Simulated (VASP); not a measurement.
Write the native input for VASP 6.6.1 that does the following.

- Task: single point
- Functional: PBE
- Potentials or basis: VASP PAW PBE potentials, release 64 (Zn, Se)
- Cutoff: 600 eV
- k mesh: 8 × 8 × 8
- Occupations: gaussian, width 0.02 eV
- Spin: no spin polarisation
- Further INCAR settings: ALGO = Normal; EDIFF = 1e-07; NBANDS = 16

The structure of ZnSe lies in POSCAR:

```
ZnSe
1.0
    0.0000000000      2.8338000000      2.8338000000
    2.8338000000      0.0000000000      2.8338000000
    2.8338000000      2.8338000000      0.0000000000
Zn Se
1 1
Direct
    0.0000000000      0.0000000000      0.0000000000
    0.2500000000      0.2500000000      0.2500000000
```

These files were run (other wordings do the same):

INCAR

```
ALGO = Normal ; EDIFF = 1E-7
ENCUT = 600 ; GGA = PE
ISIF = 2 ; ISMEAR = 0
LASPH = T ; LCHARG = F
LREAL = F ; LWAVE = F
NBANDS = 16 ; NELM = 100
PREC = Accurate ; SIGMA = 0.02
```

KPOINTS

```
k-points
0
Gamma
  8 8 8
```

Potentials or basis: VASP PAW PBE potentials, release 64 (Zn, Se).

Command:

```sh
$ cat potpaw_PBE.64/Zn/POTCAR potpaw_PBE.64/Se/POTCAR > POTCAR
$ mpirun -np 1 vasp_std > vasp.out
```

It gave:

The pressure is 2.3 GPa and the band gap on the k mesh is 1.29 eV, direct.

Wall time 36 s on 1 thread of AMD EPYC 7R43 64-Core Processor (Zen 3) (shared host), peak memory 0.15 GiB.
